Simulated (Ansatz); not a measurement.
# SnTe2 monolayer (2H): modes against uniaxial strain along a, the zigzag direction, with the width clamped, part 2 of 2

Wanted: the shifts of the zone-centre modes of SnTe2 monolayer (2H) with strain.

Ansatz 0.2.0; DFT PBE, scalar-relativistic, plane waves, PAW; PAW set soft_1.

So far, highest optical mode at the zone centre (no LO-TO term) (cm⁻¹): step 5 (zone-centre response at rest) 105; step 7 (strain 5 %) 89.6.

## (8) A member of the series: uniaxial strain of -3 % along a, the zigzag direction, with the width clamped

The cell takes a uniaxial strain of -3 % along a, the zigzag direction, with the width clamped. The cell is held, and the atoms relax in it.

input.yaml reads:

```yaml
crystal:
  lattice:
    - [3.6881169733, 0.0, 0.0]
    - [-1.8440584867, 3.2927865887, 0.0]
    - [0.0, 0.0, 32.41096548]
  atoms:
    - { symbol: Sn, position: [0.3360689703, 0.6721379405, 0.3085375537] }
    - { symbol: Te, position: [0.6652988482, 0.3305976964, 0.3752971765] }
    - { symbol: Te, position: [0.6652988482, 0.3305976964, 0.2417779308] }
  periodic: [true, true, false]
kpoints:
  mp_grid: { grid: [12, 12, 1] }
hamiltonian:
  xc: pbe
  pseudopotentials: { kind: paw, azcp: { folder: soft_1 } }
scf:
  occupations: { method: methfessel_paxton, width: 0.2 }
output:
  forces: true
  stress: true
  eigenvalues: true
relax:
  adjacent_minimum: "off"
  f_tol: 0.001
  max_steps: 60
```

Started as:

```sh
$ ansatz run input.yaml --threads 4 --pin off --max-ram 16384MiB --backend cpu --events-out ev --progress --plain --runs-dir out
```

Elapsed: 59 s, on 4 threads of Arm Neoverse V1, shared host; peak memory 0.91 GiB.

Step by step:

| step | energy less that of the first step (eV) | largest force component (eV/Å) |
| --- | --- | --- |
| 1 | 0.0000 | 0.0363 |
| 2 | -0.0003 | 0.0245 |
| 3 | -0.0005 | 0.0078 |
| 4 | -0.0005 | 0.0009 |
| 5 | -0.0005 | 0.0009 |

The run keeps the 4 symmetry operations that it works with, so distortions that break them were not tested.

The relaxed structure:

```xyz
3
Lattice="3.6881 0.0000 0.0000 -1.8441 3.2928 0.0000 0.0000 0.0000 32.4110" Properties=species:S:1:pos:R:3
Sn    0.0000    2.2220   10.0000
Te    1.8441    1.0842   12.1708
Te    1.8441    1.0842    7.8292
```

This step gave:

```
area per atom : 4.048 Å²
```

The largest force component left is 0.93 meV/Å.

## (9) Zone-centre modes of the member: uniaxial strain of -3 % along a, the zigzag direction, with the width clamped

The zone-centre modes follow for uniaxial strain of -3 % along a, the zigzag direction, with the width clamped.

input.yaml, the sections that differ from step 8:

```yaml
crystal:
  lattice:
    - [3.6881169733, 0.0, 0.0]
    - [-1.8440584867, 3.2927865887, 0.0]
    - [0.0, 0.0, 32.41096548]
  atoms:
    - { symbol: Sn, position: [0.3373996529, 0.6747993058, 0.3085375537] }
    - { symbol: Te, position: [0.6646335069, 0.3292670138, 0.3755134395] }
    - { symbol: Te, position: [0.6646335069, 0.3292670138, 0.2415616678] }
  periodic: [true, true, false]
output:
  eigenvalues: true
phonons:
  method: dfpt
# kpoints, hamiltonian, scf: as in step 8
# relax: removed
```

Wall time 2.4 min (4 threads); peak memory 1.9 GiB; 9.2 min of CPU time.

Numbers from this step:

- sum-rule residual before enforcement: 1.72e-4 eV/Å²
- highest optical mode at the zone centre (no LO-TO term): 113.4 cm⁻¹
- lowest optical zone-centre mode: 54.44 cm⁻¹

Patterns of degenerate modes are one choice out of their space. Modes at Γ, with each element's share of the kinetic energy:

| mode | frequency (cm⁻¹) | symmetry | Sn % | Te % |
| --- | --- | --- | --- | --- |
| 1 | 0.0 | acoustic | 32 | 68 |
| 2 | 0.0 | acoustic | 32 | 68 |
| 3 | 0.0 | acoustic | 32 | 68 |
| 4 | 54.4 | A2 | 0 | 100 |
| 5 | 56.6 | B1 | 0 | 100 |
| 6 | 85.8 | B2 | 68 | 32 |
| 7 | 87.1 | A1 | 67 | 33 |
| 8 | 101.6 | A1 | 1 | 99 |
| 9 | 113.4 | B1 | 68 | 32 |

The lowest optical mode is real, 54.4 cm⁻¹, and the highest lies at 113.4 cm⁻¹.

For the highest optical mode at the zone centre (no LO-TO term), step 5 gave 105 cm⁻¹; this run, with strain -3 %, gives 113 cm⁻¹ (+8 %).

## (10) The series together

The members are set side by side, also those not shown above.

Energies are extrapolated to zero smearing, and E0 is that at rest; the cell is clamped and the atoms are relaxed; all runs use 12×12×1 k points and Methfessel-Paxton smearing of 0.2 eV. State of the crystal along the series:

| strain (%) | E - E0 (meV/atom) |
| --- | --- |
| -3 | 2.706 |
| -2 | 0.9178 |
| -1 | 0.1118 |
| 0 | 0 |
| 1 | 0.3044 |
| 2 | 0.8539 |
| 3 | 1.711 |
| 4 | 3.13 |
| 5 | 5.194 |

Optical modes are counted from below at rest and tracked from member to member by their patterns, and modes that stay within 0.3 cm⁻¹ of each other stand once; labels, where given, are those at rest, then, where named, those of the strained cell; the cell is clamped and the atoms are relaxed; all runs use 12×12×1 k points and Methfessel-Paxton smearing of 0.2 eV. Optical modes along the series:

| strain (%) | optical mode 1 E'' single part (cm⁻¹) | optical mode 2 E'' to A2 single part (cm⁻¹) | optical mode 3 E' to A1 single part (cm⁻¹) | optical mode 4 E' single part (cm⁻¹) | optical mode 5 A1' to A1 (cm⁻¹) | optical mode 6 A2'' (cm⁻¹) |
| --- | --- | --- | --- | --- | --- | --- |
| -3 | 56.62 | 54.44 | 87.14 | 85.79 | 101.6 | 113.4 |
| -2 | 55.4 | 54.13 | 86.34 | 85.63 | 105.8 | 110.7 |
| -1 | 54.25 | 53.54 | 85.1 | 84.65 | 106.6 | 108.3 |
| 0 | 53.04 | 53.04 | 83.68 | 83.68 | 103.5 | 105.4 |
| 1 | 51.7 | 52.69 | 82.72 | 83.04 | 96.9 | 101.9 |
| 2 | 50.36 | 52.26 | 83.01 | 82.6 | 90.5 | 98.44 |
| 3 | 49.41 | 51.43 | 83.3 | 82.08 | 88.31 | 95.44 |
| 4 | 48.79 | 50.31 | 82.78 | 81.84 | 87.52 | 92.6 |
| 5 | 47.91 | 48.99 | 82.07 | 82.88 | 85.64 | 89.58 |

Value and slope at zero strain of a cubic (a lower polynomial where under five rows exist) through the rows within 2 % of rest. Slopes at rest:

| mode | frequency (cm⁻¹) | shift per percent of strain (cm⁻¹) |
| --- | --- | --- |
| optical mode 1 E'' single part | 53 | -1.28 |
| optical mode 2 E'' to A2 single part | 53.1 | -0.41 |
| optical mode 3 E' to A1 single part | 83.7 | -1.31 |
| optical mode 4 E' single part | 83.7 | -0.82 |
| optical mode 5 A1' to A1 | 103.2 | -5.19 |
| optical mode 6 A2'' | 105.4 | -3.22 |

## (11) Results

```
members                                                          : 9
highest optical mode at the zone centre (no LO-TO term), at rest : 105.4 cm⁻¹
optical mode 3 E' to A1 single part, shift per percent           : -1.31 cm⁻¹
optical mode 4 E' single part, shift per percent                 : -0.82 cm⁻¹
optical mode 5 A1' to A1, shift per percent                      : -5.19 cm⁻¹
optical mode 6 A2'', shift per percent                           : -3.22 cm⁻¹
```

The strain lowers the symmetry: the level at 83.7 cm⁻¹ splits, into 82.1 and 82.9 cm⁻¹ at +5 %. Within 2 % of rest several modes bend away from a straight line, so single slopes hold only near rest. The width is clamped, so the contraction across the strain that a free sheet shows is left out. The patterns mix along the series (least overlap between neighbouring members 0.69), so columns can swap where modes come close. These are harmonic frequencies at zero temperature: anharmonic shifts, linewidths and thermal expansion are left out. Spin-orbit coupling is left out, which can matter for the heavy elements here. With no gap, or one that is small against the smearing, the frequencies hang on the k mesh and the smearing, most of all near Kohn anomalies. A semilocal functional can close a gap that the real compound would have, so the metallic treatment may be an artefact of the level. The starting cell was built on a prototype and not taken from a measurement. Only the zone centre was solved, so an instability at another wavevector cannot show here.

[Logs are printed without paths, hosts, clocks, repeated set-up lines and the standing remarks that a program may print on its own settings, such as how far it seeks lower states.]

[Hosts, paths, dates, database ids (printed as entryN), source tags and the programs' standing remarks are cut or masked in the printed files.]
